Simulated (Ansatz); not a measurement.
**FeGe: equation of state with PBE**

The system is FeGe.

```
CELL_PARAMETERS angstrom
4.99760 0.00000 0.00000
-2.49880 4.32805 0.00000
0.00000 0.00000 4.11576
ATOMIC_POSITIONS crystal
Ge 0.66667 0.33333 0.50000
Ge 0.33333 0.66667 0.50000
Ge 0.00000 0.00000 0.00000
Fe 0.00000 0.50000 0.00000
Fe 0.50000 0.50000 0.00000
Fe 0.50000 0.00000 0.00000
```

The cell is a database's computed one.

```
Program             : Ansatz 0.2.0
Task                : equation of state
Functional          : PBE
Potentials or basis : Ansatz PAW
Cutoff              : 420 eV
Density cutoff      : 1680 eV
k mesh              : 6 × 6 × 7
Occupations         : fermi-dirac, width 0.05 eV
Spin                : collinear spin, ferromagnetic start
Starting moments    : [0.0, 0.0, 0.0, 3.0, 3.0, 3.0] μB
```

```json
{"Equilibrium volume": "14.41 Å³/atom", "Bulk modulus at fixed shape and positions": "150 GPa", "Pressure derivative of the bulk modulus": "6.7 (rough: it moves with the points fitted)"}
```

Energy against volume, from the lowest point:
```
volume (Å³/atom)  energy (meV/atom)
          13.947               6.90
          14.244               0.42
          14.540               0.00
          14.837               4.94
          15.134              14.56
          15.431              28.12
          15.727              44.62
```

All runs of the series together: 2.2 min on 2 threads of Arm Neoverse V1 (shared host).

Caveat: the cell was scaled at fixed shape and fractional positions, which overstates the stiffness of a crystal with free parameters, most of all of layers and chains.
